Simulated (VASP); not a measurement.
Here is a VASP 6.6.1 calculation.

File INCAR:

```
SYSTEM = BeS
PREC     = Accurate       ! precision mode
ENCUT    = 580            ! plane-wave cutoff, eV
EDIFF    = 1E-7           ! SCF threshold, eV
ISMEAR   = 0              ! smearing method
SIGMA    = 0.02           ! smearing width, eV
LREAL    = .FALSE.        ! projectors in reciprocal space
LASPH    = .TRUE.         ! aspherical terms in the spheres
NELM     = 80             ! most SCF steps
ALGO     = Fast           ! electronic algorithm
ISIF     = 3              ! what is computed and relaxed
LWAVE    = .FALSE.        ! write WAVECAR
LCHARG   = .FALSE.        ! write CHGCAR
GGA      = PS             ! functional
IBRION   = 2              ! ionic algorithm
NSW      = 90             ! ionic steps
EDIFFG   = -0.005         ! ionic threshold
```

KPOINTS

```
Automatic mesh
0
G
  8 8 8
  0 0 0
```

POSCAR

```
BeS
1.0
    0.0000000000      2.4351516500      2.4351516500
    2.4351516500      0.0000000000      2.4351516500
    2.4351516500      2.4351516500      0.0000000000
Be S
1 1
Direct
    0.0000000000      0.0000000000      0.0000000000
    0.2500000000      0.2500000000      0.2500000000
```

Potentials or basis: VASP PAW PBE potentials, release 64 (Be, S).

The run is started by

```sh
$ cat potpaw_PBE.64/Be/POTCAR potpaw_PBE.64/S/POTCAR > POTCAR
$ mpirun -np 1 vasp_std > vasp.out
```

Task: What does it give for the space group after relaxing (to 0.05 Å)?

Result: F-43m (No. 216).

Task: Estimate the relaxed cell.

Result: a = 3.423 Å, b = 3.423 Å, c = 3.423 Å, α = 60.00°, β = 60.00°, γ = 60.00°.

Task: Estimate the relaxed volume.

Result: 14.18 Å³/atom.

Task: Predict the band gap on the k mesh.

Result: 2.92 eV, indirect (least direct gap 5.61 eV).

Final structure:
```yaml
crystal:
  lattice:
    - [0.00000, 2.42048, 2.42048]
    - [2.42048, 0.00000, 2.42048]
    - [2.42048, 2.42048, 0.00000]
  atoms:
    - { symbol: Be, position: [0.00000, 0.00000, 0.00000] }
    - { symbol: S, position: [0.25000, 0.25000, 0.25000] }
```

Caveat: the PAW data sets were made with another functional, which shifts forces and pressure a little. A k mesh can miss the band edges.
